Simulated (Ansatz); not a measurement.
**Si under changes of volume**

One of the cells (20.126 Å³/atom); the others are scaled copies at fixed shape and fractional positions:

```
CELL_PARAMETERS angstrom
3.83132 0.00000 0.00000
-1.91566 3.31802 0.00000
0.00000 0.00000 6.33262
ATOMIC_POSITIONS crystal
Si 0.66667 0.33333 0.93699
Si 0.33333 0.66667 0.43699
Si 0.66667 0.33333 0.56301
Si 0.33333 0.66667 0.06301
```

This isn't the form of Si at room conditions, which is diamond.

```yaml
Program: Ansatz 0.2.0
Functional: LDA
Potentials_or_basis: Ansatz PAW
Cutoff: "420 eV (not typed: the program's choice for these potentials)"
k_mesh: 8 × 8 × 4
Occupations: fermi-dirac, width 0.05 eV
Spin: no spin polarisation
```

```csv
volume (Å³/atom),energy over the lowest point (meV/atom),pressure (GPa),gap on the mesh (eV),largest force (eV/Å)
18.918,9.67,4.2,0.18,0.011
19.321,2.09,1.9,0.23,0.002
19.723,0.00,-0.2,0.27,0.007
20.126,?,?,?,?
20.528,10.06,-3.7,0.35,0.023
20.931,21.26,-5.2,0.39,0.030
21.333,36.03,-6.5,0.42,0.036
```

What does the run at 20.126 Å³/atom give?

Energy over the lowest point 2.82 meV/atom; pressure -2.0 GPa; gap on the mesh 0.31 eV; largest force 0.015 eV/Å.

Worked out: A Birch-Murnaghan fit of order 3 (a polynomial in V^(-2/3)) to the other rows has its minimum at 19.69 Å³/atom with B0 = V·E''(V) = 97 GPa and B' = 4.2 at fixed shape and positions, which overstates the stiffness. It gives 2.82 meV/atom at 20.126 Å³/atom, against the run's 2.82, and -dE/dV = -2.0 GPa, against -2.0. A straight line through the other rows of the gap, of slope 2 eV per unit of ln V, gives 0.31 eV, against the run's 0.31.

Energies are extrapolated to zero smearing.

Caveats: the PAW data sets come from PBE, with cores solved anew for the run's functional, which leaves a small shift of forces and pressure.

A mesh can miss the band edges.
